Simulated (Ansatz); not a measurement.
Computed with DFT r2SCAN, scalar-relativistic, plane waves, PAW in Ansatz 0.2.0. All cells share a 500 eV cutoff and Γ-centred k meshes spaced at most 0.3 Å⁻¹ (0.19 for metals, 2π included).

Temperature and zero-point effects are left out. The comparison covers the computed candidates alone. The k mesh leaves about 4 meV/atom of noise in metals. Spin–orbit coupling is left out. No run is spin-polarised.

4 distinct structures were compared, and 2 of them are shown here.

**Question.** Order these relaxed structures of HfSi by energy, lowest first, with the energy over the lowest of them.
A.

Space group Pnma (No. 62). a = 6.863 Å, b = 3.775 Å, c = 5.225 Å, α = 90.00°, β = 90.00°, γ = 90.00°
| atom | site | symmetry | x | y | z |
| --- | --- | --- | --- | --- | --- |
| Hf | 4c | .m. | 0.1756 | 0.2500 | 0.1261 |
| Si | 4c | .m. | 0.0429 | 0.2500 | 0.6391 |

B.

Space group Pm-3m (No. 221). a = 3.272 Å, b = 3.272 Å, c = 3.272 Å, α = 90.00°, β = 90.00°, γ = 90.00°
| atom | site | symmetry | x | y | z |
| --- | --- | --- | --- | --- | --- |
| Hf | 1a | m-3m | 0.0000 | 0.0000 | 0.0000 |
| Si | 1b | m-3m | 0.5000 | 0.5000 | 0.5000 |

**Answer.** A (0 meV/atom), B (661 meV/atom).